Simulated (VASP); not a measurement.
# C (P6_3/mmc) in VASP: a series of runs

Runs on C. Level: PBE+D3(BJ). Tasks: relaxation of cell and atoms, vibrations by finite differences.

Program: VASP 6.6.1. These are calculated values, not measurements. Logs are shortened: lines on timing, memory, paths and dates and some standing lists are left out, and cuts for length are marked.

### 1 The structure

Symmetry: P6_3/mmc, No. 194, hexagonal system. Conventional cell: a = 2.467 Å, b = 2.467 Å, c = 7.803 Å, α = 90.00°, β = 90.00°, γ = 120.00°. C (site symmetry -6m2) is surrounded by 3 C at 1.42 Å. C (site symmetry -6m2) is surrounded by 3 C at 1.42 Å.

### 2 Relaxation of cell and atoms, PBE+D3(BJ)

File INCAR:

```
ALGO = Fast ; EDIFF = 1E-7
EDIFFG = -0.002 ; ENCUT = 520
GGA = PE ; IBRION = 2
ISIF = 3 ; ISMEAR = 0
IVDW = 12 ; KPAR = 4
LASPH = T ; LCHARG = F
LREAL = F ; LWAVE = F
NELM = 80 ; NSW = 80
PREC = Accurate ; SIGMA = 0.02
```

File KPOINTS:

```
k-points
0
Gamma
  9 9 4
```

File POSCAR:

```
C
1.0
    2.4672912600      0.0000000000      0.0000000000
   -1.2336456300      2.1367369100      0.0000000000
    0.0000000000      0.0000000000      7.8030730000
C
4
Direct
    0.0000000000      0.0000000000      0.2500000000
    0.0000000000      0.0000000000      0.7500000000
    0.3333333300      0.6666666700      0.2500000000
    0.6666666700      0.3333333300      0.7500000000
```

Potentials or basis: VASP PAW PBE potentials, release 64 (C).

The run is started by

```console
> cat potpaw_PBE.64/C/POTCAR > POTCAR
> mpirun -np 4 vasp_std > vasp.out
```

OUTCAR:

```text
EDIFF = 1E-7
   EDIFFG = -0.002
   ENCUT = 520
   GGA = PE
   IBRION = 2
   ISIF = 3
   ISMEAR = 0
   IVDW = 12
   LASPH = T
   LREAL = F
   NELM = 80
   NSW = 80
   PREC = Accurate
 IVDW          = 12

 ion  position               nearest neighbor table
   1  0.000  0.000  0.250-   3 1.42   3 1.42   3 1.42
   2  0.000  0.000  0.750-   4 1.42   4 1.42   4 1.42
   3  0.333  0.667  0.250-   1 1.42   1 1.42   1 1.42
   4  0.667  0.333  0.750-   2 1.42   2 1.42   2 1.42

  LATTYP: Found a hexagonal cell.
 ALAT       =     2.4672912600
 C/A-ratio  =     3.1626071581

  Lattice vectors:

 A1 = (   2.4672912600,   0.0000000000,   0.0000000000)
 A2 = (  -1.2336456300,   2.1367369100,   0.0000000000)
 A3 = (   0.0000000000,   0.0000000000,   7.8030730000)

Analysis of symmetry for initial positions (statically):
=====================================================================
 Subroutine PRICEL returns:
 Original cell was already a primitive cell.

 Routine SETGRP: Setting up the symmetry group for a
 hexagonal supercell.

 Subroutine GETGRP returns: Found 24 space group operations
 (whereof 12 operations were pure point group operations)
 out of a pool of 24 trial point group operations.

The static configuration has the point symmetry D_3d.
 The point group associated with its full space group is D_6h.

Analysis of symmetry for dynamics (positions and initial velocities):
=====================================================================
 Subroutine PRICEL returns:
 Original cell was already a primitive cell.

 Routine SETGRP: Setting up the symmetry group for a
 hexagonal supercell.

 Subroutine GETGRP returns: Found 24 space group operations
 (whereof 12 operations were pure point group operations)
 out of a pool of 24 trial point group operations.

The dynamic configuration has the point symmetry D_3d.
 The point group associated with its full space group is D_6h.

 Subroutine INISYM returns: Found 24 space group operations
 (whereof 12 operations are pure point group operations),
 and found     1 'primitive' translations

----------------------------------------------------------------------------------------

                                     Primitive cell

  volume of cell :      41.1374

  direct lattice vectors                    reciprocal lattice vectors
     2.467291260  0.000000000  0.000000000     0.405302777  0.234001668  0.000000000
    -1.233645630  2.136736910  0.000000000     0.000000000  0.468003335  0.000000000
     0.000000000  0.000000000  7.803073000     0.000000000  0.000000000  0.128154639

  length of vectors
     2.467291260  2.467291260  7.803073000     0.468003335  0.468003335  0.128154639

  position of ions in fractional coordinates (direct lattice)
     0.000000000  0.000000000  0.250000000
     0.000000000  0.000000000  0.750000000
     0.333333330  0.666666670  0.250000000
     0.666666670  0.333333330  0.750000000

  ion indices of the primitive-cell ions
   primitive index   ion index
                 1           1
                 2           2
                 3           3
                 4           4

----------------------------------------------------------------------------------------

 KPOINTS: k-points

Automatic generation of k-mesh.
 Grid dimensions read from file:
 generate k-points for:    9    9    4

 Generating k-lattice:

  Cartesian coordinates                     Fractional coordinates (reciprocal lattice)
     0.045033642  0.026000185  0.000000000     0.111111111  0.000000000  0.000000000
     0.000000000  0.052000371  0.000000000     0.000000000  0.111111111  0.000000000
     0.000000000  0.000000000  0.032038660     0.000000000  0.000000000  0.250000000

  Length of vectors
     0.052000371  0.052000371  0.032038660

  Shift w.r.t. Gamma in fractional coordinates (k-lattice)
     0.000000000  0.000000000  0.000000000

 Subroutine IBZKPT returns following result:
 ===========================================

 Found     36 irreducible k-points:

 Following reciprocal coordinates:
            Coordinates               Weight
  0.000000  0.000000  0.000000      1.000000
  0.111111  0.000000  0.000000      6.000000
  0.222222 -0.000000  0.000000      6.000000
  0.333333 -0.000000  0.000000      6.000000
  0.444444 -0.000000  0.000000      6.000000
  0.111111  0.111111  0.000000      6.000000
[... 16 lines left out ...]
  0.333333  0.222222  0.250000     24.000000
  0.333333  0.333333  0.250000      4.000000
 [... further k-points ...]
   k-points           NKPTS =     36   k-points in BZ     NKDIM =     36   number of bands    NBANDS=     12
   number of dos      NEDOS =    301   number of ions     NIONS =      4
   total plane-waves  NPLWV =  19440
   dimension x,y,z NGX =    18 NGY =   18 NGZ =   60
   dimension x,y,z NGXF=    36 NGYF=   36 NGZF=  120
   ions per type =               4
   NGX,Y,Z   is equivalent  to a cutoff of  12.13, 12.13, 12.78 a.u.
   NGXF,Y,Z  is equivalent  to a cutoff of  24.26, 24.26, 25.57 a.u.
 SYSTEM =  unknown system
   PREC   = accura    normal or accurate (medium, high low for compatibility)
   ISTART =      0    job   : 0-new  1-cont  2-samecut
   ICHARG =      2    charge: 1-file 2-atom 10-const
   ISPIN  =      1    spin polarized calculation?
   LNONCOLLINEAR =      F non collinear calculations
   LSORBIT =      F    spin-orbit coupling
   LASPH  =      T    aspherical Exc in radial PAW
   ENCUT  =  520.0 eV  38.22 Ry    6.18 a.u.   4.59  4.59 14.51*2*pi/ulx,y,z
   NELM   =     80;   NELMIN=  2; NELMDL= -5     # of ELM steps
   EDIFF  = 0.1E-06   stopping-criterion for ELM
   LREAL  =      F    real-space projection
   EDIFFG = -.2E-02   stopping-criterion for IOM
   NSW    =     80    number of steps for IOM
   IBRION =      2    ionic relax: 0-MD 1-quasi-New 2-CG
   NFREE  =      1    steps in history (QN), initial steepest desc. (CG)
   ISIF   =      3    stress and relaxation
   ISYM   =      2    0-nonsym 1-usesym 2-fastsym
   POTIM  = 0.5000    time-step for ionic-motion
   TEBEG  =    0.0;   TEEND  =   0.0 temperature during run
   PSTRESS=    0.0 pullay stress
   NELECT =      16.0000    total number of electrons
   NUPDOWN=      -1.0000    fix difference up-down
   EMIN   =  10.00;   EMAX   =-10.00  energy-range for DOS
   EFERMI =   0.00;   METHOD = LEGACY
   ISMEAR =     0;   SIGMA  =   0.02  broadening in eV -4-tet -1-fermi 0-gaus
   EFERMI_NEDOS =   21; number of points for ismear=-14 and -15
   IALGO  =     68    algorithm
   IMIX   =      4    mixing-type and parameters
     AMIX     =   0.40;   BMIX     =  1.00
     AMIX_MAG =   1.60;   BMIX_MAG =  1.00
  volume/ion in A,a.u.               =      10.28        69.40
  Fermi-wavevector in a.u.,A,eV,Ry     =   1.195003  2.258229 19.429568  1.428033
  Thomas-Fermi vector in A             =   2.330979
   LORBIT       =      0    0 simple, 1 ext, 2 COOP (PROOUT), +10 PAW based schemes
   GGA     = PE    functional components
   LHFCALC =     F    Hartree Fock is set to
   AEXX    =    0.0000 exact exchange contribution
   IVDW    =    12    specifies the selected vdW correction
   LEPSILON=     F    determine dielectric tensor
   LRPA    =     F    only Hartree local field effects (RPA)
 conjugate gradient relaxation of ions
 non-spin polarized calculation
 RMM-DIIS sequential band-by-band and
 Gauss-broadening in eV      SIGMA  =   0.02
  energy-cutoff  :      520.00
  volume of cell :       41.14
 maximum number of plane-waves:      1128
   NGX =  9   NGY =  9   NGZ = 29

--------------------------------------- Ionic step        1  -------------------------------------------

 number of electron      15.9999994 magnetization

 Free energy of the ion-electron system (eV)
  ---------------------------------------------------
  ext. energy  EPLUGINS =         0.00000000
  ---------------------------------------------------
  free energy    TOTEN  =       -36.87463946 eV

  energy without entropy =      -36.87394719  energy(sigma->0) =      -36.87429333

------------------------ aborting loop because EDIFF is reached ----------------------------------------

 Edisp (eV)   -0.52304

 E8    (eV) :    -0.1459
[... 33 lines left out ...]
--------------------------------------- Ionic step        2  -------------------------------------------

 number of electron      15.9999994 magnetization

 E-fermi :   3.4838     XC(G=0):  -9.3354

 val. band max:        3.4828651463   @ k =   0.3333   0.3333   0.5000
 cond. band min:       3.4839808792   @ k =   0.3333   0.3333   0.2500
 fundamental gap:      0.0011157328
 Fermi energy:         3.4837603842

 k-point     1 :       0.0000    0.0000    0.0000
  band No.  band energies     occupation
      1     -16.0649      2.00000
      2     -15.9761      2.00000
      3      -4.5434      2.00000
      4      -3.6596      2.00000
      5       0.4451      2.00000
      6       0.4451      2.00000
      7       0.4487      2.00000
      8       0.4487      2.00000
      9       6.8996      0.00000
     10      11.7835      0.00000
     11      11.7877      0.00000
     12      11.7972      0.00000
[... 331 lines left out ...]
 k-point    24 :       0.3333    0.3333    0.2500
  band No.  band energies     occupation
      1      -9.1224      2.00000
      2      -9.1039      2.00000
      3      -9.1039      2.00000
      4      -9.0867      2.00000
      5      -7.0575      2.00000
      6      -7.0575      2.00000
      7       3.2996      2.00000
      8       3.4840      0.98756
      9       3.4840      0.98756
     10       3.6761      0.00000
     11      13.9869      0.00000
     12      13.9869      0.00000

 [... further k-points ...]

------------------------ aborting loop because EDIFF is reached ----------------------------------------

 Edisp (eV)   -0.52686

 E8    (eV) :    -0.1470
[... 75 lines left out ...]
--------------------------------------- Ionic step        4  -------------------------------------------

 number of electron      15.9999996 magnetization

 E-fermi :   3.9704     XC(G=0):  -9.7423

 val. band max:        3.9692434255   @ k =   0.3333   0.3333   0.5000
 cond. band min:       3.9706932679   @ k =   0.3333   0.3333   0.2500
 fundamental gap:      0.0014498424
 Fermi energy:         3.9704092932

 k-point     1 :       0.0000    0.0000    0.0000
  band No.  band energies     occupation
      1     -15.6302      2.00000
      2     -15.4802      2.00000
      3      -4.2425      2.00000
      4      -2.9942      2.00000
      5       0.9403      2.00000
      6       0.9403      2.00000
      7       0.9475      2.00000
      8       0.9475      2.00000
      9       7.6654      0.00000
     10      12.2976      0.00000
     11      12.3042      0.00000
     12      12.3216      0.00000
[... 331 lines left out ...]
 k-point    24 :       0.3333    0.3333    0.2500
  band No.  band energies     occupation
      1      -8.6527      2.00000
      2      -8.6197      2.00000
      3      -8.6197      2.00000
      4      -8.5896      2.00000
      5      -6.5888      2.00000
      6      -6.5888      2.00000
      7       3.6983      2.00000
      8       3.9707      0.98398
      9       3.9707      0.98398
     10       4.2598      0.00000
     11      14.4772      0.00000
     12      14.4773      0.00000

 [... further k-points ...]

------------------------ aborting loop because EDIFF is reached ----------------------------------------

 Edisp (eV)   -0.56487

 E8    (eV) :    -0.1584
[... 117 lines left out ...]
--------------------------------------- Ionic step        7  -------------------------------------------

 number of electron      15.9999996 magnetization

 Free energy of the ion-electron system (eV)
  ---------------------------------------------------
  ext. energy  EPLUGINS =         0.00000000
  ---------------------------------------------------
  free energy    TOTEN  =       -36.82563011 eV

  energy without entropy =      -36.82509277  energy(sigma->0) =      -36.82536144

 E-fermi :   4.7294     XC(G=0): -10.3751

 val. band max:        4.7285446789   @ k =   0.3333   0.3333   0.5000
 cond. band min:       4.7296333019   @ k =   0.3333   0.3333   0.2500
 fundamental gap:      0.0010886230
 Fermi energy:         4.7293925467

 k-point     1 :       0.0000    0.0000    0.0000
  band No.  band energies     occupation
      1     -14.9114      2.00000
      2     -14.5925      2.00000
      3      -3.8011      2.00000
      4      -1.7528      2.00000
      5       1.7189      2.00000
      6       1.7189      2.00000
      7       1.7390      2.00000
      8       1.7390      2.00000
      9       9.0986      0.00000
     10      13.0477      0.00000
     11      13.0477      0.00000
     12      13.1035      0.00000
[... 331 lines left out ...]
 k-point    24 :       0.3333    0.3333    0.2500
  band No.  band energies     occupation
      1      -7.9048      2.00000
      2      -7.8287      2.00000
      3      -7.8287      2.00000
      4      -7.7610      2.00000
      5      -5.7850      2.00000
      6      -5.7850      2.00000
      7       4.2557      2.00000
      8       4.7296      0.98642
      9       4.7296      0.98642
     10       5.2508      0.00000
     11      15.2738      0.00000
     12      15.2738      0.00000

 [... further k-points ...]

------------------------ aborting loop because EDIFF is reached ----------------------------------------

 Edisp (eV)   -0.63119

 E8    (eV) :    -0.1791
[... 27 lines left out ...]
  FREE ENERGIE OF THE ION-ELECTRON SYSTEM (eV)
  ---------------------------------------------------
  free  energy   TOTEN  =       -37.4568157552 eV

  energy  without entropy=      -37.4562784141  energy(sigma->0) =      -37.45654708

 reached required accuracy - stopping structural energy minimisation
```

It took 35 s on 4 MPI ranks of Intel Xeon Platinum 8259CL at 2.50GHz (Skylake/Cascade Lake), shared host; peak memory 0.16 GiB.

Results:

- Free energy: -37.4568 eV
- Relaxed volume: 8.77 Å³/atom
- Relaxed cell: a = 2.466 Å, b = 2.466 Å, c = 6.657 Å, α = 90.00°, β = 90.00°, γ = 120.00°
- Space group after relaxing (to 0.05 Å): P6_3/mmc (No. 194)
- Energy gained by relaxing: 14.8 meV/atom
- Ionic steps: 7
- Pressure after relaxing: 0.0 GPa
- Band gap on the k mesh: none (metal or under the smearing width)
- Dispersion energy per atom: -0.158 eV

The path:
```tsv
step	energy change (eV)	largest force (eV/Å)	pressure (GPa)	volume (Å³)
1	0.0000	0.0000	-0.72	41.14
2	-0.0034	0.0000	-0.62	40.86
3	-0.0134	0.0000	-0.34	40.04
4	-0.0328	0.0000	0.29	38.41
5	-0.0571	0.0000	2.12	35.15
6	-0.0591	0.0000	0.12	35.07
7	-0.0591	0.0000	-0.01	35.07
```

Final structure:
```xyz
4
Lattice="2.4663 0.0000 0.0000 -1.2331 2.1358 0.0000 0.0000 0.0000 6.6571" Properties=species:S:1:pos:R:3 pbc="T T T"
C    -1.2331    2.1358    1.6643
C     0.0000    0.0000    4.9928
C     0.0000    1.4239    1.6643
C     1.2331    0.7119    4.9928
```

### 3 Relaxation of cell and atoms, PBE+D3(BJ)

This run uses another cell than the first one, of 8.77 Å³/atom, 0.852 times its volume.

INCAR is that of step 2.

KPOINTS is that of step 2.

File POSCAR:

```
C                                       
1.0
    2.4662604034     -0.0000000000     -0.0000000000
   -1.2331302017      2.1358441620      0.0000000000
    0.0000000000     -0.0000000000      6.6571199037
  C             
     4
Direct
     0.0000000000000000    1.0000000000000000    0.2500000000000000
     0.0000000000000000    0.0000000000000000    0.7500000000000000
     0.3333333300000021    0.6666666699999979    0.2500000000000000
     0.6666666699999979    0.3333333300000021    0.7500000000000000
```

Potentials or basis: VASP PAW PBE potentials, release 64 (C).

The run is started by

```console
> cat potpaw_PBE.64/C/POTCAR > POTCAR
> mpirun -np 4 vasp_std > vasp.out
```

Run time: 30 s. Hardware: 4 MPI ranks of Intel Xeon Platinum 8259CL at 2.50GHz (Skylake/Cascade Lake), shared host; peak memory 0.15 GiB.

Results (log left out):

```yaml
Free_energy: -37.4497 eV
Relaxed_volume: 8.81 Å³/atom
Relaxed_cell: a = 2.467 Å, b = 2.467 Å, c = 6.691 Å, α = 90.00°, β = 90.00°, γ = 120.00°
Space_group_after_relaxing_to_0.05_Å: P6_3/mmc (No. 194)
Energy_gained_by_relaxing: 0.0 meV/atom
Ionic_steps: 13
Pressure_after_relaxing: 0.0 GPa
Band_gap_on_the_k_mesh: none (metal or under the smearing width)
Dispersion_energy_per_atom: -0.157 eV
```

Step by step:
```csv
step,energy change (eV),largest force (eV/Å),pressure (GPa),volume (Å³)
1,0.0000,0.0000,0.16,35.07
2,0.0000,0.0000,-0.20,35.11
3,0.0000,0.0000,-0.01,35.09
4,0.0000,0.0000,-0.03,35.11
5,-0.0001,0.0000,-0.04,35.18
6,-0.0001,0.0000,-0.06,35.32
7,-0.0001,0.0000,-0.06,35.29
8,-0.0001,0.0000,-0.04,35.24
9,-0.0001,0.0000,-0.07,35.27
10,-0.0001,0.0000,-0.05,35.25
11,-0.0001,0.0000,-0.06,35.26
12,-0.0001,0.0000,0.35,35.22
13,-0.0001,0.0000,-0.01,35.25
```

Final structure:
```
CELL_PARAMETERS angstrom
2.46662 0.00000 0.00000
-1.23331 2.13616 0.00000
0.00000 0.00000 6.69054
ATOMIC_POSITIONS crystal
C 0.00000 0.00000 0.25000
C 0.00000 0.00000 0.75000
C 0.33333 0.66667 0.25000
C 0.66667 0.33333 0.75000
```

Levels at points of the mesh, in eV from the Fermi level:
```
           k point  band 5  band 6  band 7  band 8  band 9  band 10  band 11  band 12
(0.00, 0.00, 0.00)   -3.01   -3.01   -2.99   -2.99    4.33     8.31     8.32     8.37
(0.00, 0.00, 0.50)   -3.00   -3.00   -3.00   -3.00    6.99     6.99     8.34     8.34
```

### 4 Vibrations by finite differences, PBE+D3(BJ)

This run uses another cell than the first one, of 8.81 Å³/atom, 0.857 times its volume.

File INCAR:

```
SYSTEM = C
PREC = Accurate
ENCUT = 520
EDIFF = 1E-8
ISMEAR = 0
SIGMA = 0.02
LREAL = .FALSE.
LASPH = .TRUE.
NELM = 80
ALGO = Fast
ISIF = 2
LWAVE = .FALSE.
LCHARG = .FALSE.
GGA = PE
IVDW = 12
IBRION = 6
NFREE = 2
POTIM = 0.015
NSW = 1
KPAR = 4
```

File KPOINTS:

```
regular mesh
0
G
  9 9 4
  0 0 0
```

File POSCAR:

```
C                                       
1.0
    2.4666213780      0.0000000000     -0.0000000000
   -1.2333106890      2.1361567751     -0.0000000000
    0.0000000000      0.0000000000      6.6905379318
  C             
     4
Direct
     0.0000000000000000    0.0000000000000000    0.2500000000000000
     0.0000000000000000    0.0000000000000000    0.7500000000000000
     0.3333333300000021    0.6666666699999979    0.2500000000000000
     0.6666666699999979    0.3333333300000021    0.7500000000000000
```

The run is started by

```console
> cat potpaw_PBE.64/C/POTCAR > POTCAR
> mpirun -np 4 vasp_std > vasp.out
```

Wall time 54 s (4 MPI ranks of Intel Xeon Platinum 8259CL at 2.50GHz (Skylake/Cascade Lake), shared host); peak memory 0.21 GiB.

It converged, with:

| Quantity | Value |
| --- | --- |
| Highest phonon frequency at Γ | 1467 cm⁻¹ |
| Most unstable mode | 78i cm⁻¹ |
| Dispersion energy per atom | -0.157 eV |

Phonon frequencies in cm⁻¹ (negative: imaginary):
| q point | frequencies |
| --- | --- |
| (0.000, 0.000, 0.000) | -78 -78 0 0 0 9 846 868 1464 1464 1467 1467 |

Caveat: some modes are imaginary.
